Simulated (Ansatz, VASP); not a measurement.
**BN in VASP and in Ansatz**

```
B N
1.0
     2.48719    0.00000    0.00000
    -1.24359    2.15397    0.00000
     0.00000    0.00000    6.61649
B N
2 2
Direct
  0.33333 0.66667 0.25000
  0.66667 0.33333 0.75000
  0.33333 0.66667 0.75000
  0.66667 0.33333 0.25000
```

Change from the starting cell: volume scaled by 0.98, crystal datasets.

Alike in both runs: task electric field gradients; functional PBE; k mesh 11 × 11 × 4; occupations fermi-dirac, width 0.02 eV; no spin polarisation.

|  | VASP | Ansatz |
| --- | --- | --- |
| version | VASP 6.6.1 | Ansatz 0.2.0 |
| potentials or method | VASP PAW PBE potentials, release 64 (B, N), cutoff 520 eV | all-electron PAW with datasets made for the crystal, scalar-relativistic |

|  | VASP | Ansatz | Ansatz less VASP |
| --- | --- | --- | --- |
| gap on the k mesh at the Fermi level (eV) | 4.36 | 4.36 | 0.000 |
| pressure (GPa) | 8.6 | 8.5 | -0.10 |
| largest component of the traceless stress (GPa) | 5.60 | 5.33 | -0.273 |
| Vzz of the field gradient on the site that differs most (V/Å²) | 35.6 | 29.4 | -6.21 |

Ansatz ran all-electron here, so the differences hold the error of VASP's frozen core and of both bases.

Caveats: an odd mesh through Γ misses points on the zone boundary, where band edges often lie; this functional lacks dispersion, which binds the layers, so the pressure and a relaxed spacing across them are unreliable.
